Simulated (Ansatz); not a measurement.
Theory: DFT PBE+D3(BJ), scalar-relativistic, plane waves, PAW (Ansatz 0.2.0). All cells share a 420 eV cutoff and Γ-centred k meshes spaced at most about 0.3 Å⁻¹ (2π included). No spin polarisation.

These are static total energies at zero pressure.

Two relaxed structures of TiO₂:

A.

```cif
data_structure
_symmetry_space_group_name_H-M 'P4_2/mnm'
_symmetry_Int_Tables_number 136
_cell_length_a 4.6082
_cell_length_b 4.6082
_cell_length_c 2.9543
_cell_angle_alpha 90.000
_cell_angle_beta 90.000
_cell_angle_gamma 90.000
_cell_volume 62.73
loop_
_atom_site_label
_atom_site_type_symbol
_atom_site_symmetry_multiplicity
_atom_site_Wyckoff_symbol
_atom_site_fract_x
_atom_site_fract_y
_atom_site_fract_z
_atom_site_occupancy
Ti1 Ti 2 a 0.00000 0.00000 0.00000 1
O1 O 4 f 0.30438 0.30438 0.00000 1
```

B.

```cif
data_structure
_symmetry_space_group_name_H-M 'R-3m:H'
_symmetry_Int_Tables_number 166
_cell_length_a 2.9727
_cell_length_b 2.9727
_cell_length_c 14.5839
_cell_angle_alpha 90.000
_cell_angle_beta 90.000
_cell_angle_gamma 120.000
_cell_volume 111.61
loop_
_atom_site_label
_atom_site_type_symbol
_atom_site_symmetry_multiplicity
_atom_site_Wyckoff_symbol
_atom_site_fract_x
_atom_site_fract_y
_atom_site_fract_z
_atom_site_occupancy
Ti1 Ti 3 a 0.00000 0.00000 0.00000 1
O1 O 6 c 0.66667 0.33333 0.93367 1
```

Problem. Which is lower in energy, and by how much?

Solution. A is lower, by 169 meV/atom. A has the rutile type, space group P4_2/mnm (No. 136), 10.5 Å³/atom and a gap of 1.87 eV on its mesh; B has space group R-3m (No. 166), 12.4 Å³/atom and a gap of 2.46 eV. Counting O atoms around Ti (those within 1.25 times the shortest such distance or 1.15 times the sum of covalent radii), A and B both have Ti 6. Origin: A, reached from a measured cell (COD), among other starts; B, invented. Shaken at random and relaxed again, B falls into a cell with space group C2/m (No. 12), 26 meV/atom lower, so it is a saddle point or a shallow minimum. The lowest form computed isn't among them: it has the anatase type, space group I4_1/amd (No. 141), 11.4 Å³/atom, is reached from a cell as deposited in COD and lies 9 meV/atom below the best shown.

Kohn–Sham gaps at this level usually fall short of measured ones. Cells without such a test can be saddle points. Some types were kept out of the candidates beforehand, so the set may lack a known form.
